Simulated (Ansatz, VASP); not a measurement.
BaS in VASP and in Ansatz

```
Ba S
1.0
     3.83376    0.00000    0.00000
     0.00000    3.83376    0.00000
     0.00000    0.00000    3.83376
Ba S
1 1
Cartesian
  0.0000 0.0000 0.0000
  1.9169 1.9169 1.9169
```

The cell was built by a generator and needn't be a form met in nature.

Alike in both runs: task single point; functional r2SCAN; k mesh 4 × 4 × 4; no spin polarisation.

|  | VASP | Ansatz |
| --- | --- | --- |
| version | VASP 6.6.1 | Ansatz 0.2.0 |
| potentials or method | VASP PAW PBE potentials, release 64 (Ba_sv, S) | plane waves, PAW |
| plane-wave cutoff (eV) | 520 | 500 |
| occupations | gaussian, width 0.01 eV | fixed |
| valence electrons in the cell | 16 | 16 |

```csv
,VASP,Ansatz,Ansatz less VASP
gap on the k mesh at the Fermi level (eV),1.80,1.92,+0.120
pressure (GPa),1.0,0.1,-0.94
```

Caveats: the PAW data sets were made with another functional, which shifts forces and pressure a little (VASP); spin-orbit coupling is left out, which moves the levels of the heavy elements. r2SCAN opens gaps a little over a GGA but as a rule still falls short of measured ones. A k mesh can miss the band edges.
